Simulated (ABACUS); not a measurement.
The system is NaCl.

```xyz
2
Lattice="0.0000 2.7941 2.7941 2.7941 0.0000 2.7941 2.7941 2.7941 0.0000" Properties=species:S:1:pos:R:3 pbc="T T T"
Cl    2.7941    2.7941    2.7941
Na    0.0000    0.0000    0.0000
```

The cell is a database's computed one.

```yaml
Program: ABACUS 3.10.1
Task: relaxation of cell and atoms
Functional: OLYP
Potentials_or_basis: GBRV ultrasoft 1.5 PBE
Cutoff: 544 eV
Density_cutoff: 4354 eV
Basis: plane waves
k_mesh: 6 × 6 × 6
Occupations: fermi-dirac, width 0.05 eV
Spin: no spin polarisation
```

At the start: pressure 4.6 GPa; volume 21.81 Å³/atom.

Question: How do energy, volume and symmetry change on relaxing?

Answer: Over 4 steps the energy falls by 52.5 meV/atom and the volume is 25.97 Å³/atom (+19.0 %); space group Fm-3m (No. 225, to 0.05 Å).

Step by step:
| step | energy change (eV) | largest force (eV/Å) | pressure (GPa) | volume (Å³) |
| --- | --- | --- | --- | --- |
| 1 | 0.0000 | 0.0000 | 4.57 | 43.63 |
| 2 | -0.0159 | 0.0000 | 4.11 | 44.21 |
| 3 | -0.1025 | 0.0000 | 0.54 | 50.70 |
| 4 | -0.1051 | 0.0000 | 0.09 | 51.93 |

Final structure:
```
Cl Na
1.0
     0.00000    2.96119    2.96119
     2.96119    0.00000    2.96119
     2.96119    2.96119    0.00000
Cl Na
1 1
Direct
  0.50000 0.50000 0.50000
  0.00000 0.00000 0.00000
```

Caveat: the volume moved by over 15 % at a fixed basis, so the end points are rough; the potentials were made for another functional, which shifts forces and pressure.
